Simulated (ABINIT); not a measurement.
# Bi2Se3 (Paraguanajuatite) (R-3m) in ABINIT: further runs, part 2 of 2

ABINIT 10.8.3 (patched build). Earlier steps stand in the parts before.

## (4) Single point, PBE

run.abi

```
# Pseudopotentials
pp_dirpath "./"
pseudos "Bi.GGA_PBE-JTH.xml, Se.GGA_PBE-JTH.xml"

# Structure
acell 3*1.0 Angstrom
rprim
     2.0715000000     1.1959810826     9.5453333333
    -2.0715000000     1.1959810826     9.5453333333
     0.0000000000    -2.3919621653     9.5453333333
ntypat 2
znucl 83 34
natom 5
typat 1 1 2 2 2
xcart
     0.0000000000    -0.0000000001    17.1586911999
     0.0000000000     0.0000000000    11.4773088000
     0.0000000000    -0.0000000001    22.5737587999
     0.0000000000     0.0000000000     6.0622412000
     0.0000000000     0.0000000000     0.0000000000 Angstrom

# Plane-wave basis
ecut 15.0
pawecutdg 30.0

# k points
kptopt 1
ngkpt 3 3 3
nshiftk 1
shiftk 0.0 0.0 0.0

# Exchange and correlation
ixc 11

# Bands and occupations
nband 29
occopt 3
tsmear 0.05 eV

# SCF cycle
nstep 100
tolvrs 1.0e-9

# Output
iomode 3
prtwf 0
prteig 0
prtebands 0
enunit 1
prtden 1
prtvha 1
prtvclmb 1
prtpot 1
```

Command:

```
abinit run.abi > log 2>&1
```

Wall time 95 s (1 thread of Arm Neoverse V2, shared host); peak memory 0.49 GiB.

Results (log left out):

- Free energy: -4710.3224 eV
- Largest force: 0.102 eV/Å
- Band gap on the k mesh: 0.24 eV, direct
- Valence electrons inside the program's atomic spheres: Bi 12.07; Se 3.88, 3.92

Forces on the atoms (eV/Å):
```
Bi   0.000  0.000  0.102
Bi   0.000  0.000 -0.102
Se   0.000  0.000  0.054
Se   0.000  0.000 -0.054
Se   0.000  0.000  0.000
```

Levels at points of the mesh, in eV from the valence-band top:
```tsv
k point	band 21	band 22	band 23	band 24	band 25	band 26	band 27	band 28
(0.00, 0.00, 0.00)	-1.86	-1.19	-1.19	0.00	0.24	1.41	1.41	2.14
```

Caveat: the k mesh is coarse (spacing up to 0.59 Å⁻¹), so the values aren't converged; spin-orbit coupling is left out, which as a rule narrows the gap of such compounds by several tenths of an eV; an odd mesh through Γ misses points on the zone boundary, where band edges often lie.

## (5) Single point, LDA

run.abi

```
# Pseudopotentials
pp_dirpath "./"
pseudos "Bi.LDA_PW-JTH.xml, Se.LDA_PW-JTH.xml"

# Structure
acell 3*1.0
rprim
     3.9145676672     2.2600766963    18.0380657682
    -3.9145676672     2.2600766963    18.0380657682
     0.0000000000    -4.5201533929    18.0380657682
ntypat 2
znucl 83 34
natom 5
typat 1 1 2 2 2
xred
     0.5992000000     0.5992000000     0.5992000000
     0.4008000000     0.4008000000     0.4008000000
     0.7883000000     0.7883000000     0.7883000000
     0.2117000000     0.2117000000     0.2117000000
     0.0000000000     0.0000000000     0.0000000000

# Plane-wave basis
ecut 15.0
pawecutdg 30.0

# k points
kptopt 1
ngkpt 3 3 3
nshiftk 1
shiftk 0.0 0.0 0.0

# Exchange and correlation
ixc 7

# Bands and occupations
nband 29
occopt 3
tsmear 0.05 eV

# SCF cycle
nstep 100
tolvrs 1.0e-9

# Output
iomode 3
prtwf 0
prteig 0
prtebands 0
prtvol 2
prtden 1
prtvha 1
prtvclmb 1
prtpot 1
```

Potentials or basis: JTH PAW LDA v2.0.

Command:

```
abinit run.abi > log 2>&1
```

Wall time 85 s (1 thread of Arm Neoverse V2, shared host); peak memory 0.38 GiB.

Results (log left out):

| Property | Result |
| --- | --- |
| Free energy | -4729.5687 eV |
| Largest force | 0.107 eV/Å |
| Band gap on the k mesh | 0.13 eV, direct |
| Valence electrons inside the program's atomic spheres | Bi 12.08; Se 3.88, 3.92 |

Forces on the atoms (eV/Å):
```
Bi   0.000  0.000  0.068
Bi   0.000  0.000 -0.068
Se   0.000  0.000 -0.107
Se   0.000  0.000  0.107
Se   0.000  0.000  0.000
```

Levels at points of the mesh, in eV from the valence-band top:
```
           k point  band 21  band 22  band 23  band 24  band 25  band 26  band 27  band 28
(0.00, 0.00, 0.00)    -1.83    -1.14    -1.14     0.00     0.13     1.35     1.35     2.07
```

Caveat: the k mesh is coarse (spacing up to 0.59 Å⁻¹), so the values aren't converged; spin-orbit coupling is left out, which as a rule narrows the gap of such compounds by several tenths of an eV; an odd mesh through Γ misses points on the zone boundary, where band edges often lie.

## (6) Single point, LDA

run.abi

```
# Pseudopotentials
pp_dirpath "./"
pseudos "Bi.LDA_PW-JTH.xml, Se.LDA_PW-JTH.xml"

# Structure
acell 18.5957953138 18.5957953138 18.5957953138
rprim
     0.2105082144     0.1215369743     0.9700077606
    -0.2105082144     0.1215369743     0.9700077606
     0.0000000000    -0.2430739485     0.9700077606
ntypat 2
znucl 83 34
natom 5
typat 1 1 2 2 2
xcart
     0.0000000000    -0.0000000001    17.1586911999
     0.0000000000     0.0000000000    11.4773088000
     0.0000000000    -0.0000000001    22.5737587999
     0.0000000000     0.0000000000     6.0622412000
     0.0000000000     0.0000000000     0.0000000000 Angstrom

# Plane-wave basis
ecut 408.170794 eV
pawecutdg 30.0

# k points
kptopt 1
ngkpt 5 5 5
nshiftk 1
shiftk 0.0 0.0 0.0

# Exchange and correlation
ixc 7

# Bands and occupations
nband 29
occopt 3
tsmear 0.05 eV

# SCF cycle
nstep 100
tolvrs 1.0e-9

# Output
iomode 3
prtwf 0
prtden 0
prteig 0
prtebands 0
enunit 2
prtvol 2
```

Potentials or basis: JTH PAW LDA v2.0.

Command:

```
abinit run.abi > log 2>&1
```

Run time: 4.1 min. Hardware: 1 thread of Arm Neoverse V2, shared host; peak memory 0.4 GiB.

The run converged. Its results:

| Property | Result |
| --- | --- |
| Free energy | -4729.5924 eV |
| Largest force | 0.166 eV/Å |
| Band gap on the k mesh | 0.11 eV, direct |
| Valence electrons inside the program's atomic spheres | Bi 12.08; Se 3.88, 3.92 |

Forces in eV/Å, atoms in the order of the input:
```
Bi   0.000  0.000  0.166
Bi   0.000  0.000 -0.166
Se   0.000  0.000  0.010
Se   0.000  0.000 -0.010
Se   0.000  0.000  0.000
```

Levels at points of the mesh, in eV from the valence-band top:
| k point | band 21 | band 22 | band 23 | band 24 | band 25 | band 26 | band 27 | band 28 |
| --- | --- | --- | --- | --- | --- | --- | --- | --- |
| (0.00, 0.00, 0.00) | -1.85 | -1.15 | -1.15 | 0.00 | 0.11 | 1.34 | 1.34 | 2.06 |

Caveat: spin-orbit coupling is left out, which as a rule narrows the gap of such compounds by several tenths of an eV; an odd mesh through Γ misses points on the zone boundary, where band edges often lie.

## (7) Overview

```csv
level,potentials or basis,k mesh,mesh quality,gap on the mesh (eV),largest force (eV/Å)
PBEsol,JTH PAW PBE v2.0,5 × 5 × 5,not flagged,0.15,0.21
PBEsol,JTH PAW PBE v2.0,3 × 3 × 3,coarse,0.17,0.11
PBE,JTH PAW PBE v2.0,3 × 3 × 3,coarse,0.24,0.10
LDA,JTH PAW LDA v2.0,3 × 3 × 3,coarse,0.13,0.11
LDA,JTH PAW LDA v2.0,5 × 5 × 5,not flagged,0.11,0.17
```

Alike in all rows: task single point; no spin polarisation; cell as given; cutoff (eV) 408; smearing fermi-dirac 0.05 eV.

Caveats: some runs use coarse meshes; spin-orbit coupling is left out, which as a rule narrows the gap of such compounds by several tenths of an eV; an odd mesh through Γ misses points on the zone boundary, where band edges often lie; the PAW data sets were made with another functional, which shifts forces and pressure a little (some runs).

Absolute energies hang on the potentials; compare differences alone.
